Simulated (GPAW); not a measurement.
Runs of GPAW 26.7.0 on InP. Symmetry: F-43m, No. 216, cubic system. The conventional cell has a = 5.861 Å, b = 5.861 Å, c = 5.861 Å, α = 90.00°, β = 90.00°, γ = 90.00°. Around In (site symmetry -43m) lie 4 P at 2.54 Å. P (site symmetry -43m) has 4 In at 2.54 Å as nearest neighbours. 

```csv
task,level,potentials or basis,spin,cell,k mesh,cutoff (eV),smearing,kernel,eta,response ecut,domega0,maxiter,grid spacing,other keys,gap on the mesh (eV),pressure (GPa),V0 of scaled cells (Å³/atom),B0 (GPa)
energy-loss spectrum,PBE,"GPAW PAW data sets (gpaw-data 1.2.1), pw",off,as given,6 × 6 × 6,600,fermi-dirac 0.001 eV,RPA,0.3 eV,40 eV,0.1 eV,150,-,-,0.71,-,-,-
single point,PBEsol,"PAW data sets generated in the run's folder for this functional, pw",off,the cell as VASP's run set it,8 × 8 × 8,600,gaussian 0.05 eV,-,-,-,-,150,-,-,0.61,0.4,-,-
band structure,PBE,"GPAW PAW data sets (gpaw-data 1.2.1), fd",off,as given,6 × 6 × 6,-,fermi-dirac 0.05 eV,-,-,-,-,150,0.16 Å,-,0.71,-,-,-
optical spectrum,PBE,"GPAW PAW data sets (gpaw-data 1.2.1), pw",off,as given,6 × 6 × 6,600,fermi-dirac 0.05 eV,LR0.2,0.1 eV,40 eV,0.1 eV,75,-,"several, not listed",0.71,-,-,-
band structure,PBE,"GPAW PAW data sets (gpaw-data 1.2.1), fd",off,as given,6 × 6 × 6,-,fermi-dirac 0.05 eV,-,-,-,-,150,0.2 Å,-,0.71,-,-,-
band structure,C09-vdW,"GPAW PAW data sets (gpaw-data 1.2.1), pw","SOC, no magnetisation",as given,6 × 6 × 6,600,fermi-dirac 0.05 eV,-,-,-,-,150,-,-,(a),-,-,-
band structure,r2SCAN,"GPAW PAW data sets (gpaw-data 1.2.1), pw","SOC, no magnetisation",as given,6 × 6 × 6,600,fermi-dirac 0.05 eV,-,-,-,-,150,-,-,1.11,1.5,-,-
single point,PBE,"GPAW PAW data sets (gpaw-data 1.2.1), pw",off,as given,6 × 6 × 6,600,fermi-dirac 0.05 eV,-,-,-,-,80,-,-,0.71,3.0,-,-
equation of state,RPBE+D3,"the program's PAW data sets (release 1.2.1) made for this functional, pw",off,as given,6 × 6 × 6,600,fermi-dirac 0.05 eV,-,-,-,-,150,-,-,-,-,(c),60
equation of state,PBEint,"PAW data sets generated in the run's folder for this functional, pw",off,as given,6 × 6 × 6,600,fermi-dirac 0.05 eV,-,-,-,-,150,-,-,-,-,(b),65
dielectric tensor,PBE,"GPAW PAW data sets (gpaw-data 1.2.1), pw",off,as given,6 × 6 × 6,600,fermi-dirac 0.001 eV,-,-,80 eV,-,150,-,-,0.71,-,-,-
```

Problem. Fill in the values left out.

Solution. (a) 0.62; (b) 25.64; (c) 26.18.

Caveats: spin-orbit coupling is left out, which moves the levels of the heavy elements (some runs); the long-wavelength limit can be off by a per cent or two (some runs); spin-orbit coupling was added after a scalar SCF, so levels and gaps hold it while energy, forces, pressure and moments don't (some runs); this program's spin-orbit splittings come out too wide for heavy elements (some runs); the PAW data sets were made with another functional, which shifts forces and pressure a little (some runs); the highest transitions drop out of the frequency grid (some runs).

A k mesh can miss the band edges, and rows without SOC leave out spin-orbit coupling on In.
